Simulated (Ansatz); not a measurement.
We consider rutile GeO2, described by PBEsol (Ansatz, a first-principles code, plane waves, PAW).

Input file:

Ansatz 0.2 input:
```yaml
crystal:
  lattice:
    - [4.4861120822, 0.0, 0.0]
    - [0.0, 4.4861120822, 0.0]
    - [0.0, 0.0, 2.9222612965]
  atoms:
    - { symbol: Ge, position: [0.0, 0.0, 0.0] }
    - { symbol: Ge, position: [0.5, 0.5, 0.5] }
    - { symbol: O, position: [0.3062947471, 0.3062947471, 0.0] }
    - { symbol: O, position: [0.8062947471, 0.1937052529, 0.5] }
    - { symbol: O, position: [0.1937052529, 0.8062947471, 0.5] }
    - { symbol: O, position: [0.6937052529, 0.6937052529, 0.0] }
basis:
  ecutwfc: 520
  ecutrho_ratio: 4
  xc_grid: 2
kpoints:
  mp_grid: { grid: [8, 8, 12] }
hamiltonian:
  xc: pbesol
  dispersion: none
  pseudopotentials: { kind: paw }
scf:
  occupations: { method: fermi_dirac, width: 0.01 }
output:
  forces: true
  stress: true
  eigenvalues: true
relax:
  f_tol: 0.004
  escape_saddle: false
  max_steps: 80
  cell: { stress_tol: 0.02, fix: [volume] }
```

Output (set-up and result lines):

```
Relaxation: its limit of steps is 80 (relax.max_steps)
Crystal: 6 atoms, lattice volume = 58.811 Å³
Basis set: ecut = 520 eV, 1575 PW (Γ), exchange–correlation on 72×72×48 points (8 copies of the dense FFT grid, shifted against one another)
Bands: 32, of which v1, the nominal top of the filled ones, is band 26 counted from 1 (25 counted from 0)
Symmetry: 16 space group operations
Space group: P42/mnm (ITA 136), of the structure as read, at distance tolerance 3.9e-5 Å
k-points: 105 of 768
Functional: x = pbesol(κ = 0.804, μ = 0.12345679012345678), c = pbesol(β = 0.046)
SCF iter   1: F=—  HF=-10750.597821 eV  |F-HF|=—  |Δ(HF+E_count)|=         —  Δρ=1.60e-2  dr2=1.14e-1
SCF iter   2: F=—  HF=-10750.562474 eV  |F-HF|=—  |Δ(HF+E_count)|=   3.53e-2  Δρ=2.21e-3  dr2=1.29e-3
  ...
SCF 1 converged in 6 iterations: F = -10750.562626 eV  dr2 = 1.70e-8
Crystal: 6 atoms, lattice volume = 58.811 Å³
Initial density: handed on by an earlier stage of this run
SCF 2 converged in 4 iterations: F = -10750.565713 eV  dr2 = 5.97e-8
Crystal: 6 atoms, lattice volume = 58.811 Å³
Basis set: ecut = 520 eV, 1559 PW (Γ), exchange–correlation on 72×72×48 points (8 copies of the dense FFT grid, shifted against one another)
SCF 3 converged in 5 iterations: F = -10750.570929 eV  dr2 = 1.36e-7
Crystal: 6 atoms, lattice volume = 58.811 Å³
SCF 4 converged in 4 iterations: F = -10750.570933 eV  dr2 = 1.02e-9
Crystal: 6 atoms, lattice volume = 58.811 Å³
SCF iter   3: F=—  HF=-10750.570927 eV  |F-HF|=—  |Δ(HF+E_count)|=   2.34e-6  Δρ=4.72e-7  dr2=5.06e-11
SCF iter   4: F=-10750.570927 eV  HF=-10750.570927 eV  |F-HF|=1.82e-11  |Δ(HF+E_count)|=  3.64e-12  Δρ=1.99e-7  dr2=7.90e-12
SCF 5 converged in 4 iterations: F = -10750.570927 eV  dr2 = 7.90e-12
SCF converged after 4 iterations
Free energy (F): -10750.570927 eV
Internal energy: -10750.570927 eV  (E = F + TS)
E sigma→0 (E₀):  -10750.570927 eV
Fermi energy:    9.985875 eV
--- Forces (eV/Å), atoms counted from 1 ---
  atom   1  Ge     0.00000000     0.00000000    -0.00000000
  atom   2  Ge     0.00000000    -0.00000000     0.00000000
  atom   3  O     -0.00002975    -0.00002975     0.00000000
  atom   4  O     -0.00002975     0.00002975     0.00000000
  atom   5  O      0.00002975    -0.00002975    -0.00000000
  atom   6  O      0.00002975     0.00002975    -0.00000000
--- Stress (GPa, compression-positive) ---
       -7.674030      -0.000000       0.000000
       -0.000000      -7.674030      -0.000000
        0.000000      -0.000000      -7.671426
  P = ⅓ Tr σ = -7.6732 GPa (-76.732 kbar)
```

The cell is one volume of an energy–volume scan, off the minimum.

The PAW data were made under PBE.
